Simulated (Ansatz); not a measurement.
# CdSe (Fm-3m): compression over a wide range

How does CdSe (Fm-3m) respond to strong compression and slight expansion?

Method: DFT PBEsol, scalar-relativistic, plane waves, PAW, in Ansatz 0.2.0.

### Step 1. The starting structure

Symmetry: Fm-3m, No. 225, cubic system. Conventional cell: a = 5.625 Å, b = 5.625 Å, c = 5.625 Å, α = 90.00°, β = 90.00°, γ = 90.00°. Cd (site symmetry m-3m) is surrounded by 6 Se at 2.81 Å. Around Se (site symmetry m-3m) lie 6 Cd at 2.81 Å.

As a file:

```
Cd Se
1.0
     0.00000    2.81274    2.81274
     2.81274    0.00000    2.81274
     2.81274    2.81274    0.00000
Cd Se
1 1
Direct
  0.00000 0.00000 0.00000
  0.50000 0.50000 0.50000
```

An earlier run at PBEsol left this cell at 22.253 Å³/atom and 0.08 GPa (10×10×10 mesh).

### Step 2. Volume × 0.96

Contents of input.yaml:

```yaml
crystal:
  lattice:
    - [0.0, 2.774727592, 2.774727592]
    - [2.774727592, 0.0, 2.774727592]
    - [2.774727592, 2.774727592, 0.0]
  atoms:
    - { symbol: Cd, position: [0.0, 0.0, 0.0] }
    - { symbol: Se, position: [0.5, 0.5, 0.5] }
basis:
  ecutwfc: 420
  ecutrho_ratio: 4
kpoints:
  mp_grid: { grid: [10, 10, 10] }
hamiltonian:
  xc: pbesol
scf:
  occupations: { method: gaussian, width: 0.05 }
output:
  forces: true
  stress: true
  eigenvalues: true
```

On the command line:

```bash
$ ansatz run input.yaml --threads 1 --pin off --max-ram 2560MiB --backend cpu --events-out ev --progress --plain --runs-dir out
```

The runs that follow: Volume × 1.04; Volume × 0.92; Volume × 0.88; Volume × 0.84; Volume × 0.8.

**Question.** What will these runs give? Wanted: range of pressure; V0; B0; B0′.

**Answer**, as computed:

| quantity | value |
| --- | --- |
| range of pressure | -2.5 to 27.2 GPa |
| V0 (fit) | 22.28 Å³/atom |
| B0 (fit) | 70 GPa |
| B0′ (fit) | 4.88 |

What this shows: A third-order Birch-Murnaghan fit follows the points with an rms miss of 0.13 meV/atom. The k mesh is not the same at all volumes. Symmetry fixes shape and sites, so only the volume changes. Other structures may be lower in enthalpy at these pressures.
